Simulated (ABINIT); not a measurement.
# As (R-3m) in ABINIT: further runs, part 2 of 2

ABINIT 10.8.3 (patched build). The steps go on from the part before.

## (3) Band structure, PBE, spin-orbit coupling, no magnetisation

Contents of run.abi:

```
# Datasets: ground state, then fixed potential
ndtset 2

# Pseudopotentials
pp_dirpath "./"
pseudos "As.GGA_PBE-JTH.xml"

# Structure
acell 4.131 4.131 4.131 Angstrom
rprim
     0.4552885255     0.2628609527     0.8506564983
    -0.4552885255     0.2628609527     0.8506564983
     0.0000000000    -0.5257219055     0.8506564983
ntypat 1
znucl 33
natom 2
typat 1 1
xred
     0.2260000000     0.2260000000     0.2260000000
     0.7740000000     0.7740000000     0.7740000000

# Plane-wave basis
ecut 15.0
pawecutdg 30.0
pawxcdev 0

# Exchange and correlation
ixc 11

# Bands and occupations
occopt 3
tsmear 0.05 eV

# Spin
nspinor 2
nspden 1
pawspnorb 1

# SCF cycle
nstep 100

# Output
iomode 3
prtwf 0
prteig 0
prtebands 0
enunit 1
prtden1 1
prtvha1 1
prtvclmb1 1
prtpot1 1

# Dataset 1
kptopt1 4
ngkpt1 9 9 9
nshiftk1 1
shiftk1 0.0 0.0 0.0
nband1 38
tolvrs1 1.0e-9

# Dataset 2: bands along G-L-B1
iscf2 -2
getden2 1
nband2 50
nbdbuf2 8
tolwfr2 1.0e-11
kptopt2 -2
ndivsm2 5
prteig2 1
kptbounds2
     0.0000000000     0.0000000000     0.0000000000
     0.5000000000     0.0000000000     0.0000000000
     0.5000000000     0.2303245873    -0.2303245873
```

Potentials or basis: JTH PAW PBE v2.0.

Command:

```
$ abinit run.abi > log 2>&1
```

run.abo:

```text
.Version 10.8.3 of ABINIT
 DATASET    1 : space group R3 2 (#155); Bravais hR (rhombohedral)
================================================================================
 Values of the parameters that define the memory need for DATASET  1.
     intxc =       0    ionmov =       0      iscf =      17    lmnmax =      18
     lnmax =       6     mgfft =      30  mpssoang =       3    mqgrid =    3001
     natom =       2  nloc_mem =       2    nspden =       1   nspinor =       2
    nsppol =       1      nsym =       6    n1xccc =       1    ntypat =       1
    occopt =       3   xclevel =       2
       mpw =         821          nfft =       27000          nkpt =         129
 PAW method is used; the additional fine FFT grid is defined by:
   mgfftf=        40    nfftf =     64000
================================================================================
================================================================================

 DATASET    2 : space group R3 2 (#155); Bravais hR (rhombohedral)
================================================================================
 Values of the parameters that define the memory need for DATASET  2.
     intxc =       0    ionmov =       0      iscf =      -2    lmnmax =      18
     lnmax =       6     mgfft =      30  mpssoang =       3    mqgrid =    3001
     natom =       2  nloc_mem =       2    nspden =       1   nspinor =       2
    nsppol =       1      nsym =       6    n1xccc =       1    ntypat =       1
    occopt =       3   xclevel =       2
       mpw =         821          nfft =       27000          nkpt =          13
 PAW method is used; the additional fine FFT grid is defined by:
   mgfftf=        40    nfftf =     64000
================================================================================
================================================================================

--------------------------------------------------------------------------------
------------- Echo of variables that govern the present computation ------------
--------------------------------------------------------------------------------
 -outvars: echo values of preprocessed input variables --------
            acell      7.8064586261E+00  7.8064586261E+00  7.8064586261E+00 Bohr
              amu      7.49215900E+01
             ecut      1.50000000E+01 Hartree
           enunit           1
           getden1          0
           getden2          1
             iscf1         17
             iscf2         -2
                       outvar_i_n : Printing only first  50 k-points.
              ixc          11
           jdtset        1    2
                       outvar_i_n : Printing only first  50 k-points.
           kptopt1          4
           kptopt2         -2
         kptrlatt        9    0    0      0    9    0      0    0    9
          kptrlen1     6.39754387E+01
          kptrlen2     3.00000000E+01
            natom           2
            nband1         38
            nband2         50
           nbdbuf1          0
           nbdbuf2          8
           ndtset           2
           ndivsm1          0
           ndivsm2          5
            ngfft          30      30      30
          ngfftdg          40      40      40
             nkpt1        129
             nkpt2         13
          nspinor           2
            nstep         100
[... 496 lines left out ...]
  9.69E-08  2.39E-07
 -1.1124E+00 -1.1124E+00 -1.1120E+00 -1.1120E+00 -1.1111E+00 -1.1111E+00
 -1.1108E+00 -1.1108E+00 -1.0862E+00 -1.0862E+00 -1.0856E+00 -1.0856E+00
 -1.0851E+00 -1.0851E+00 -1.0843E+00 -1.0843E+00 -1.0838E+00 -1.0838E+00
 -1.0833E+00 -1.0833E+00 -1.9750E-01 -1.9750E-01 -1.5478E-01 -1.5478E-01
  1.8371E-02  1.8371E-02  3.7802E-02  3.7802E-02  1.8433E-01  1.8433E-01
  2.8189E-01  2.8189E-01  4.2612E-01  4.2612E-01  4.3502E-01  4.3502E-01
  4.8740E-01  4.8740E-01  5.0538E-01  5.0538E-01  6.8895E-01  6.8895E-01
  7.1048E-01  7.1048E-01  7.1709E-01  7.1709E-01  8.2401E-01  8.2401E-01
  8.3546E-01  8.3546E-01

--- !ResultsGS
iteration_state: {dtset: 2, }
comment   : Summary of ground state results
lattice_vectors:
- [  3.5541910,   2.0520132,   6.6406148, ]
- [ -3.5541910,   2.0520132,   6.6406148, ]
- [  0.0000000,  -4.1040263,   6.6406148, ]
lattice_lengths: [   7.80646,    7.80646,    7.80646, ]
lattice_angles: [ 54.167,  54.167,  54.167, ] # degrees, (23, 13, 12)
lattice_volume:   2.9058985E+02
convergence: {deltae:  0.000E+00, res2:  0.000E+00, residm:  9.953E-12, diffor:  0.000E+00, }
etotal    :  -2.27739734E+02
entropy   :   0.00000000E+00
fermie    :   2.35188392E-01
cartesian_stress_tensor: null
pressure_GPa: null
xred      :
- [  2.2600E-01,   2.2600E-01,   2.2600E-01, As]
- [  7.7400E-01,   7.7400E-01,   7.7400E-01, As]
cartesian_forces: null
force_length_stats: {min: null, max: null, mean: null, }
...

 Integrated electronic density in atomic spheres:
 ------------------------------------------------
 Atom  Sphere_radius  Integrated_density
    1        2.10392         12.58845379
    2        2.10392         12.58845379

================================================================================

 ----iterations are completed or convergence reached----

 Mean square residual over all n,k,spin=   49.600E-13; max=  99.530E-13
 reduced coordinates (array xred) for    2 atoms
       0.226000000000      0.226000000000      0.226000000000
       0.774000000000      0.774000000000      0.774000000000

 cartesian coordinates (angstrom) at end:
    1     -0.00000000000000    -0.00000000009336     2.38253403225561
    2     -0.00000000000000    -0.00000000031974     8.15965195117629
 length scales=  7.806458626125  7.806458626125  7.806458626125 bohr
              =  4.131000000000  4.131000000000  4.131000000000 angstroms
 Eigenvalues (   eV  ) for nkpt=  13  k points:
 kpt#   1, nband= 50, wtk=  1.00000, kpt=  0.0000  0.0000  0.0000 (reduced coord)
 -30.27645  -30.27645  -30.24909  -30.24909  -30.24756  -30.24756  -30.22520  -30.22520
 -29.56309  -29.56309  -29.55135  -29.55135  -29.54204  -29.54204  -29.48227  -29.48227
 -29.47943  -29.47943  -29.47681  -29.47681   -8.67100   -8.67100    0.59156    0.59156
   3.85391    3.85391    4.29562    4.29562    4.47257    4.47257    7.96708    7.96708
   9.18544    9.18544    9.41088    9.41088   13.30285   13.30285   13.33079   13.33079
  13.81980   13.81980   15.27458   15.27458   15.27578   15.27578   15.29804   15.29804
  15.55622   15.55622
 kpt#   2, nband= 50, wtk=  1.00000, kpt=  0.0714  0.0000  0.0000 (reduced coord)
 -30.27604  -30.27604  -30.25059  -30.25059  -30.24580  -30.24580  -30.22526  -30.22526
 -29.56258  -29.56258  -29.55178  -29.55178  -29.54054  -29.54054  -29.48469  -29.48469
 -29.47824  -29.47824  -29.47736  -29.47736   -8.60252   -8.60252    0.34504    0.34504
   3.88017    3.88017    4.25961    4.25961    4.41148    4.41148    8.12805    8.12805
   9.09037    9.09037    9.32363    9.32363   12.79063   12.79063   13.20206   13.20206
  13.37625   13.37625   15.70342   15.70342   15.77461   15.77461   16.00926   16.00926
  16.33010   16.33010
 kpt#   3, nband= 50, wtk=  1.00000, kpt=  0.1429  0.0000  0.0000 (reduced coord)
[... 73 lines left out ...]
 -29.55740  -29.55740  -29.53707  -29.53707  -29.52935  -29.52935  -29.50307  -29.50307
 -29.49435  -29.49435  -29.47977  -29.47977   -4.97059   -4.97059   -4.77256   -4.77256
   0.43771    0.43771    1.82903    1.82903    4.56399    4.56399    7.49014    7.49014
  11.46102   11.46102   11.77835   11.77835   13.12894   13.12894   13.46120   13.46120
  17.75536   17.75536   19.60441   19.60441   19.74263   19.74263   21.21296   21.21296
  24.42424   24.44764
 kpt#  13, nband= 50, wtk=  1.00000, kpt=  0.5000  0.2303 -0.2303 (reduced coord)
 -30.26880  -30.26880  -30.25833  -30.25833  -30.23332  -30.23332  -30.22638  -30.22638
 -29.55748  -29.55748  -29.54106  -29.54106  -29.52603  -29.52603  -29.50445  -29.50445
 -29.49241  -29.49241  -29.47920  -29.47920   -5.37413   -5.37413   -4.21166   -4.21166
   0.49991    0.49991    1.02864    1.02864    5.01594    5.01594    7.67050    7.67050
  11.59533   11.59533   11.83757   11.83757   13.26271   13.26271   13.75214   13.75214
  18.74725   18.74725   19.33319   19.33319   19.51292   19.51292   22.42238   22.42238
  22.73407   22.73407

== END DATASET(S) ==============================================================
================================================================================

 -outvars: echo values of variables after computation  --------
            acell      7.8064586261E+00  7.8064586261E+00  7.8064586261E+00 Bohr
           etotal1    -2.2773973393E+02
            fcart1    -4.5181660991E-20 -7.7603675033E-19  8.7047945188E-03
                       4.5181660991E-20  7.7603675033E-19 -8.7047945188E-03
            rprim      4.5528852550E-01  2.6286095270E-01  8.5065649830E-01
                      -4.5528852550E-01  2.6286095270E-01  8.5065649830E-01
                       0.0000000000E+00 -5.2572190550E-01  8.5065649830E-01
           strten1    -1.3702729135E-04 -1.3702728846E-04 -1.1262386531E-04
                       6.4713139516E-13  0.0000000000E+00  0.0000000000E+00
           xangst     -1.7531415844E-17 -9.3360678491E-11  2.3825340323E+00
                      -1.5027569353E-17 -3.1974003639E-10  8.1596519512E+00
             xred      2.2600000000E-01  2.2600000000E-01  2.2600000000E-01
                       7.7400000000E-01  7.7400000000E-01  7.7400000000E-01
 Calculation completed.
```

It took 6 min on 1 thread of Arm Neoverse V1, shared host; peak memory 0.24 GiB.

Results:

* Free energy: -6197.1139 eV
* Pressure: 3.8 GPa
* Largest force: 0.448 eV/Å
* Band gap on the k mesh: none (metal or under the smearing width)
* Valence electrons inside the program's atomic spheres: As 12.59 (radii [1.1133] Å)

Forces in eV/Å, atoms in the order of the input:
```
As   0.000  0.000  0.448
As   0.000  0.000 -0.448
```

Stress tensor (GPa, compression positive):
```
4.03 0.00 0.00
0.00 4.03 0.00
0.00 0.00 3.31
```

Levels at the corners of the path, in eV from the Fermi level:
| point | band 28 | band 29 | band 30 | band 31 | band 32 | band 33 |
| --- | --- | --- | --- | --- | --- | --- |
| Γ | -2.10 | -1.93 | -1.93 | 1.57 | 1.57 | 2.79 |
| L | -2.81 | -0.38 | -0.38 | -0.32 | -0.32 | 0.40 |
| B1 | -5.37 | -1.38 | -1.38 | 1.27 | 1.27 | 5.20 |
